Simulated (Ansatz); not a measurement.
TiO2:

```
Ti O
1.0
     2.96826    0.00000    0.00000
     0.00021    4.70761    0.00000
     1.48357    0.24235    7.08346
Ti O
3 6
Cartesian
  0.0111 0.0020 0.0050
  1.4933 2.3377 2.2452
  2.9797 2.6161 4.8486
  1.4969 0.9041 0.9105
  2.9795 1.5111 3.2009
  1.4967 1.6498 5.7110
  2.9804 3.3042 1.3825
  1.4963 3.4427 3.8925
  2.9811 4.0496 6.1826
```

The cell comes from a database or a generator and needn't be the stable form of this composition.

```yaml
Program: Ansatz 0.2.0
Task: relaxation of cell and atoms
Functional: PBEsol
Potentials_or_basis: Ansatz PAW
Cutoff: "420 eV (not typed: the program's choice for these potentials)"
k_mesh: 9 × 6 × 4
Occupations: fermi-dirac, width 0.05 eV
Spin: no spin polarisation
Hubbard_terms: Ti d U = 6 eV
```

At the start: volume 11.00 Å³/atom.

Q: Where does the relaxation end?

A: It ends after 8 steps and the volume is 11.18 Å³/atom (+1.6 %); space group C2/m (No. 12, to 0.05 Å).

The path:
```csv
step,energy change (eV),largest force (eV/Å),volume (Å³)
1,0.0000,0.2100,98.98
2,-0.0195,0.1476,100.34
3,-0.0220,0.0691,100.46
4,-0.0225,0.0160,100.58
5,-0.0230,0.0037,100.53
6,-0.0311,0.0037,100.53
7,-0.0308,0.0042,100.61
8,-0.0313,0.0042,100.61
```

Final structure:
```
CELL_PARAMETERS angstrom
3.00888 -0.00007 0.00012
0.00010 4.70692 -0.02157
1.50416 0.20982 7.10308
ATOMIC_POSITIONS crystal
Ti 0.00367 0.00038 0.00070
Ti 0.34609 0.48630 0.31587
Ti 0.66124 0.51445 0.68554
O 0.44103 0.18784 0.12592
O 0.77962 0.30331 0.44876
O 0.10171 0.30572 0.80457
O 0.90558 0.69503 0.19684
O 0.22767 0.69745 0.55265
O 0.56625 0.81291 0.87549
```

Caveat: the plane-wave basis is chosen anew once the cell has moved, so the energies of steps on either side of that aren't comparable; the pressure holds a Pulay correction of +0.7 GPa for the finite cutoff; the PAW data sets come from PBE, with cores solved anew for the run's functional, which leaves a small shift of forces and pressure.
